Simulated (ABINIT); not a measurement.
# Si (Pm-3m) in ABINIT: reference runs, part 2 of 2

ABINIT 10.8.3 (patched build). Earlier steps stand in the parts before.

### 4 Single point, PBE (cell strained at random at fixed volume)

Input file run.abi:

```
# Pseudopotentials
pp_dirpath "./"
pseudos "Si.GGA_PBE-JTH.xml"

# Structure
acell 4.8125344012 4.7011661815 4.842941323
rprim
     0.9999750531    -0.0068901376    -0.0015553562
    -0.0070533614     0.9999750747     0.0003163501
    -0.0015455907     0.0003070891     0.9999987584
ntypat 1
znucl 14
natom 1
typat 1
xred
     0.4979460000     0.5014160000     0.4862580000
chkprim 0
chksymtnons 0
tolsym 1.0e-6

# Plane-wave basis
ecut 15.0
pawecutdg 30.0
pawxcdev 0

# k points
kptopt 1
ngkpt 10 10 10
nshiftk 1
shiftk 0.0 0.0 0.0

# Exchange and correlation
ixc 11

# Bands and occupations
nband 6
occopt 3
tsmear 0.05 eV

# SCF cycle
nstep 100
tolvrs 1.0e-9

# Output
iomode 3
prtwf 0
prtden 0
prteig 0
prtebands 0
enunit 2
```

Potentials or basis: JTH PAW PBE v2.0.

Launch:

```bash
abinit run.abi > log 2>&1
```

run.abo:

```text
.Version 10.8.3 of ABINIT
 Symmetries : space group P-1 (#  2); Bravais aP (primitive triclinic)
================================================================================
 Values of the parameters that define the memory need of the present run
     intxc =       0    ionmov =       0      iscf =      17    lmnmax =       8
     lnmax =       4     mgfft =      18  mpssoang =       2    mqgrid =    3001
     natom =       1  nloc_mem =       2    nspden =       1   nspinor =       1
    nsppol =       1      nsym =       2    n1xccc =       1    ntypat =       1
    occopt =       3   xclevel =       2
       mpw =         313          nfft =        5832          nkpt =         504
 PAW method is used; the additional fine FFT grid is defined by:
   mgfftf=        24    nfftf =     13824
================================================================================
================================================================================

--------------------------------------------------------------------------------
------------- Echo of variables that govern the present computation ------------
--------------------------------------------------------------------------------
 -outvars: echo values of preprocessed input variables --------
            acell      4.8125344012E+00  4.7011661815E+00  4.8429413230E+00 Bohr
              amu      2.80855000E+01
          chkprim           0
      chksymtnons           0
             ecut      1.50000000E+01 Hartree
           enunit           2
                       outvar_i_n : Printing only first  50 k-points.
              ixc          11
                       outvar_i_n : Printing only first  50 k-points.
         kptrlatt       10    0    0      0   10    0      0    0   10
          kptrlen      4.70116618E+01
            natom           1
            nband           6
            ngfft          18      18      18
          ngfftdg          24      24      24
             nkpt         504
            nstep         100
             nsym           2
           ntypat           1
                       prtocc : prtvol=0, do not print more k-points.
           occopt           3
        pawecutdg      3.00000000E+01 Hartree
         pawxcdev           0
           prtden           0
        prtebands           0
           prteig           0
            prtwf           0
            rprim      9.9997505310E-01 -6.8901376000E-03 -1.5553562000E-03
                      -7.0533614000E-03  9.9997507470E-01  3.1635010000E-04
                      -1.5455907000E-03  3.0708910000E-04  9.9999875840E-01
          spgroup           2
[... 138 lines left out ...]
 Eigenvalues (hartree) for nkpt= 504  k points:
 kpt#   1, nband=  6, wtk=  0.00100, kpt=  0.0000  0.0000  0.0000 (reduced coord)
  -0.20561    0.54106    0.55087    0.55181    0.56535    0.58861
      occupation numbers for kpt#   1
   2.00000    0.00000    0.00000    0.00000    0.00000    0.00000
 prteigrs : prtvol=0 or 1, do not print more k-points.

 Fermi (or HOMO) energy (eV) =   7.65225   Average Vxc (eV)= -10.68989
 Eigenvalues (   eV  ) for nkpt= 504  k points:
 kpt#   1, nband=  6, wtk=  0.00100, kpt=  0.0000  0.0000  0.0000 (reduced coord)
  -5.59481   14.72294   14.99000   15.01540   15.38395   16.01683
 prteigrs : prtvol=0 or 1, do not print more k-points.

--- !EnergyTerms
iteration_state     : {dtset: 1, }
comment             : Components of total free energy in Hartree
kinetic             :  1.49900998036037E+00
hartree             :  6.80566473388218E-02
xc                  : -2.39431848561767E+00
Ewald energy        : -4.74253345849752E+00
psp_core            :  1.72777060802568E-01
local_psp           : -4.22151653737291E-01
PAW spherical_terms :  1.84463377571535E+00
internal            : -3.97452613363536E+00
'-kT*entropy'       : -7.05535124527404E-05
total_energy        : -3.97459668714781E+00
total_energy_eV     : -1.08154285625976E+02
...

--- !EnergyTermsDC
iteration_state     : {dtset: 1, }
comment             : '"Double-counting" decomposition of free energy'
band_energy         :  3.45615585897344E-01
Ewald energy        : -4.74253345849752E+00
psp_core            :  1.72777060802568E-01
xc_dc               : -7.51158027146905E-01
PAW spherical_terms :  1.00074233140742E+00
internal            : -3.97455650753709E+00
'-kT*entropy'       : -7.05535124527404E-05
total_energy_dc     : -3.97462706104954E+00
total_energy_dc_eV  : -1.08155112141947E+02
...

--- !EnergyTermsWithPAWCore
iteration_state     : {dtset: 1, }
comment             : 'Components of total free energy, including PAW core contributions'
Total energy        : -2.90023758287221E+02
Total energy DC     : -2.90023788661123E+02
Total energy (eV)   : -7.89194850726460E+03
Total energy DC (eV): -7.89194933378058E+03
...

 Cartesian components of stress tensor (hartree/bohr^3)
  sigma(1 1)=  6.05144611E-05  sigma(3 2)=  1.83810474E-06
  sigma(2 2)= -2.24609219E-04  sigma(3 1)= -5.40349676E-07
  sigma(3 3)=  1.20420551E-04  sigma(2 1)= -2.74379066E-05

-Cartesian components of stress tensor (GPa)         [Pressure=  4.2831E-01 GPa]
- sigma(1 1)=  1.78039691E+00  sigma(3 2)=  5.40789085E-02
- sigma(2 2)= -6.60823136E+00  sigma(3 1)= -1.58976363E-02
- sigma(3 3)=  3.54289493E+00  sigma(2 1)= -8.07251083E-01

== END DATASET(S) ==============================================================
================================================================================

 -outvars: echo values of variables after computation  --------
            acell      4.8125344012E+00  4.7011661815E+00  4.8429413230E+00 Bohr
           etotal     -3.9746270610E+00
            fcart     -0.0000000000E+00 -0.0000000000E+00 -0.0000000000E+00
            rprim      9.9997505310E-01 -6.8901376000E-03 -1.5553562000E-03
                      -7.0533614000E-03  9.9997507470E-01  3.1635010000E-04
                      -1.5455907000E-03  3.0708910000E-04  9.9999875840E-01
           strten      6.0514461133E-05 -2.2460921865E-04  1.2042055113E-04
                       1.8381047400E-06 -5.4034967601E-07 -2.7437906615E-05
           xangst      1.2573548272E+00  1.2390117920E+00  1.2445901503E+00
             xred      4.9794600000E-01  5.0141600000E-01  4.8625800000E-01
 Calculation completed.
```

It took 13 s on 1 thread of Arm Neoverse V2, shared host; peak memory 0.1 GiB.

What came out:

```
Free energy                                           : -108.1551 eV
Pressure                                              : 0.4 GPa
Band gap on the k mesh                                : none (metal or under the smearing width)
Valence electrons inside the program's atomic spheres : Si 1.49 (radii [1.0104] Å)
```
